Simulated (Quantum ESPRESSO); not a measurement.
# W in Quantum ESPRESSO: the effect of target pressure

W:

```
CELL_PARAMETERS angstrom
-1.58234 1.58234 1.58234
1.58234 -1.58234 1.58234
1.58234 1.58234 -1.58234
ATOMIC_POSITIONS crystal
W 0.00000 0.00000 0.00000
```

Alike in all runs:

```yaml
Program: Quantum ESPRESSO 7.5
Task: relaxation of cell and atoms
Functional: PBE
Potentials_or_basis: SSSP 1.3 efficiency PBE
Cutoff: 857 eV
Density_cutoff: 6884 eV
k_mesh: 12 × 12 × 12
Occupations: fermi-dirac, width 0.05 eV
Spin: no spin polarisation
```

Each run relaxes the cell or the atoms first.

| target pressure | relaxed volume (Å³/atom) |
| --- | --- |
| 0 GPa | 16.15 |
| 2 GPa | 16.05 |
| 5 GPa | 15.90 |
| 10 GPa | ? |
| 20 GPa | 15.23 |
| 30 GPa | 14.85 |

Problem. What does the run with target pressure 10 GPa give?

Solution. Relaxed volume 15.66 Å³/atom.

Worked out: In Murnaghan's law V^(-B') rises as a straight line in P. The other rows fit best with B' = 3.4, V0 = 16.15 Å³/atom and B0 = 308 GPa, which gives 15.66 Å³/atom at 10 GPa, against the run's 15.66.
